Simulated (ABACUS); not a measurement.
# CoO (Fm-3m) in ABACUS: notebook, part 2 of 2

ABACUS 3.10.1. The steps go on from the part before.

**3. Relaxation of cell and atoms, PBE, collinear spin, ferromagnetic start**

The input, INPUT:

```
INPUT_PARAMETERS
suffix              CoO
calculation         cell-relax
basis_type          lcao
pseudo_dir          ./
orbital_dir         ./
symmetry            1
dft_functional      pbe
ecutwfc             100
pseudo_rcut         10
nspin               2
nbands              17
ks_solver           genelpa
smearing_method     fd
smearing_sigma      0.00367493
scf_thr             1e-07
scf_nmax            100
mixing_type         broyden
mixing_beta         0.4
cal_force           1
cal_stress          1
out_mul             1
relax_nmax          60
force_thr_ev        0.005
relax_method        cg
out_stru            1
stress_thr          0.2
```

The input, STRU:

```
ATOMIC_SPECIES
Co 58.9332 Co.upf
O 15.9990 O.upf

NUMERICAL_ORBITAL
Co_confined-atom_7au_3s2p2d1f.orb
O_confined-atom_6au_2s2p1d.orb

LATTICE_CONSTANT
1.8897261246

LATTICE_VECTORS
0.0000000000 2.1315000000 2.1315000000
2.1315000000 0.0000000000 2.1315000000
2.1315000000 2.1315000000 0.0000000000

ATOMIC_POSITIONS
Direct

Co
0.0
1
0.0000000000 0.0000000000 0.0000000000 1 1 1 mag 2

O
0.0
1
0.5000000000 0.5000000000 0.5000000000 1 1 1 mag 0
```

The input, KPT:

```
K_POINTS
0
Gamma
10 10 10 0 0 0
```

Potentials or basis: PseudoDojo NC SR 0.4.1 PBE standard, DZP LCAO (the cutoffs set its grid).

Run with:

```
$ OMP_NUM_THREADS=1 mpirun -np 4 abacus > log
```

running log:

```text
ABACUS v3.10.1

               Atomic-orbital Based Ab-initio Computation at UStc

 ------------------------------------------------------------------------------------

 READING GENERAL INFORMATION
                           global_out_dir = OUT.CoO/
                           global_in_card = INPUT
                               pseudo_dir = ./
                              orbital_dir = ./
                                    DSIZE = 4
                                    GSIZE = 1

 READING UNITCELL INFORMATION
                                    ntype = 2
                  lattice constant (Bohr) = 1.88973
              lattice constant (Angstrom) = 1

 READING ATOM TYPE 1
                               atom label = Co
                      L=0, number of zeta = 3
                      L=1, number of zeta = 2
                      L=2, number of zeta = 2
                      L=3, number of zeta = 1
             number of atom for this type = 1
               magnetization of element 1 = 2

 READING ATOM TYPE 2
                               atom label = O
                      L=0, number of zeta = 2
                      L=1, number of zeta = 2
                      L=2, number of zeta = 1
             number of atom for this type = 1
               magnetization of element 2 = 0

                        TOTAL ATOM NUMBER = 2
DIRECT COORDINATES
    atom                   x                   y                   z     mag                  vx                  vy                  vz
taud_Co1            0.0000000000        0.0000000000        0.0000000000  2.0000        0.0000000000        0.0000000000        0.0000000000
taud_O1            0.5000000000        0.5000000000        0.5000000000  0.0000        0.0000000000        0.0000000000        0.0000000000

                          Volume (Bohr^3) = 130.702
                             Volume (A^3) = 19.368

 Lattice vectors: (Cartesian coordinate: in unit of a_0)
                   +0             +2.1315             +2.1315
              +2.1315                  +0             +2.1315
              +2.1315             +2.1315                  +0
 Reciprocal vectors: (Cartesian coordinate: in unit of 2 pi/a_0)
            -0.234577           +0.234577           +0.234577
            +0.234577           -0.234577           +0.234577
            +0.234577           +0.234577           -0.234577
 The esolver type has been set to : ksdft_lcao

[... 122 lines left out ...]
                                    ibrav = 2
                       right hand lattice = 1
(for k-lattice: )
                             BRAVAIS TYPE = 2
                     BRAVAIS LATTICE NAME = 02. Cubic I (body-centered)
                                    ibrav = 2
                       right hand lattice = 1
                        ROTATION MATRICES = 48
                               nkstot_ibz = 47
K-POINTS REDUCTION ACCORDING TO SYMMETRY
     IBZ    DIRECT_X    DIRECT_Y    DIRECT_Z  WEIGHT  ibz2bz
       1  0.00000000  0.00000000  0.00000000  0.0010       0
       2  0.10000000  0.10000000  0.10000000  0.0080       1
       3  0.20000000  0.20000000  0.20000000  0.0080       2
       4  0.30000000  0.30000000  0.30000000  0.0080       3
       5  0.40000000  0.40000000  0.40000000  0.0080       4
       6  0.50000000  0.50000000  0.50000000  0.0040       5
[... 22 lines left out ...]
      29  0.50000000  0.50000000  0.10000000  0.0240      45
      30 -0.20000000  0.40000000  0.40000000  0.0120      46
[... 17 further k points ...]

                               nkstot now = 47
[... K-POINTS DIRECT COORDINATES: 47 rows ...]

           k-point number in this process = 47
       minimum distributed K point number = 47
[... stars of the k points ...]
                             nks(nspin=2) = 94
                          nkstot(nspin=2) = 94

[... K-POINTS CARTESIAN COORDINATES: 94 rows ...]

[... K-POINTS DIRECT COORDINATES: 94 rows ...]

 SETUP PLANE WAVES FOR WAVE FUNCTIONS
     energy cutoff for wavefunc (unit:Ry) = 100
              fft grid for wave functions = [ 40, 40, 40 ]
                    number of plane waves = 2975
                         number of sticks = 271

 PARALLEL PW FOR WAVE FUNCTIONS
     PROC   COLUMNS(POT)             PW
        1             67            744
        2             67            744
        3             69            744
        4             68            743
 --------------- sum -------------------
        4            271           2975

 SET NONLOCAL PSEUDOPOTENTIAL PROJECTORS
 SET NONLOCAL PSEUDOPOTENTIAL PROJECTORS
 max number of nonlocal projetors among all species is 6

 -------------------------------------------
 STEP OF RELAXATION : 1
 -------------------------------------------

 SETUP SEARCHING RADIUS FOR PROGRAM TO SEARCH ADJACENT ATOMS
                  longest orb rcut (Bohr) = 7
   longest nonlocal projector rcut (Bohr) = 1.7
                     search radius (Bohr) = 17.4
              searching radius is (Bohr)) = 17.4
         searching radius unit is (Bohr)) = 1.89
                         PeriodicBoundary = 1
                        Radius(unit:lat0) = 9.21
                                   glayer = [ 5, 5, 5 ]
                             glayer_minus = [ 4, 4, 4 ]

Find the coordinate range of the input atom(unit:lat0).
                                  min_tau = [ -17.1, -17.1, -17.1 ]
                                  max_tau = [ 19.2, 19.2, 19.2 ]
                                BoxNumber = [ 9, 9, 9 ]

 SETUP EXTENDED REAL SPACE GRID FOR GRID INTEGRATION
                          real space grid = [ 40, 40, 40 ]
                 big cell numbers in grid = [ 8, 8, 8 ]
             meshcell numbers in big cell = [ 5, 5, 5 ]
                        extended fft grid = [ 13, 13, 13 ]
                dimension of extened grid = [ 35, 35, 35 ]
                            UnitCellTotal = 125
              Atom number in sub-FFT-grid = 2
    Local orbitals number in sub-FFT-grid = 39
                                ParaV.nnr = 35548
                                 init_chg = atomic

 LCAO ALGORITHM --------------- ION=   1  ELEC=   1--------------------------------
          total magnetism (Bohr mag/cell) = 2.63232
       absolute magnetism (Bohr mag/cell) = 2.63234
                        nelec for spin up = 12.8162
                      nelec for spin down = 10.1838
[... 796 lines left out ...]
 Largest gradient in stress is 0.163832 kbar.
 Threshold is 0.200000 kbar.

 Relaxation is converged!

 --------------------------------------------
 !FINAL_ETOT_IS -4613.1367410260972974 eV
 --------------------------------------------
```

Wall time 47 s (4 MPI ranks of Intel Xeon 6975P-C (Granite Rapids), shared host); peak memory 0.48 GiB.

What came out:

```
Free energy                            : -4613.1367 eV
Relaxed volume                         : 9.62 Å³/atom
Relaxed cell                           : a = 3.008 Å, b = 3.008 Å, c = 3.008 Å, α = 60.00°, β = 60.00°, γ = 60.00°
Space group after relaxing (to 0.05 Å) : Fm-3m (No. 225)
Energy gained by relaxing              : 0.2 meV/atom
Ionic steps                            : 5
Pressure after relaxing                : 0.0 GPa
Net moment                             : 2.98 μB per cell
Absolute moment                        : 3.00 μB per cell
Site moments                           : Co +2.68; O +0.30 μB
Mulliken charges                       : Co +0.46; O -0.46 e
```

Step by step:
```tsv
step	energy change (eV)	largest force (eV/Å)	pressure (GPa)	volume (Å³)
1	0.0000	0.0000	-1.22	19.37
2	-0.0001	0.0000	0.78	19.15
3	-0.0005	0.0000	-0.19	19.26
4	-0.0005	0.0000	-0.15	19.25
5	-0.0005	0.0000	-0.02	19.24
```

Final structure:
```yaml
crystal:
  lattice:
    - [0.00000, 2.12673, 2.12673]
    - [2.12673, 0.00000, 2.12673]
    - [2.12673, 2.12673, 0.00000]
  atoms:
    - { symbol: Co, position: [0.00000, 0.00000, 0.00000] }
    - { symbol: O, position: [0.50000, 0.50000, 0.50000] }
```

Caveat: the atomic orbitals were generated for these runs and aren't a published set; Mulliken charges move with the basis; the basis of atomic orbitals isn't converged, which shifts pressures, moduli and gaps; a cell with one magnetic atom can't hold antiferromagnetic order, which such compounds often take.
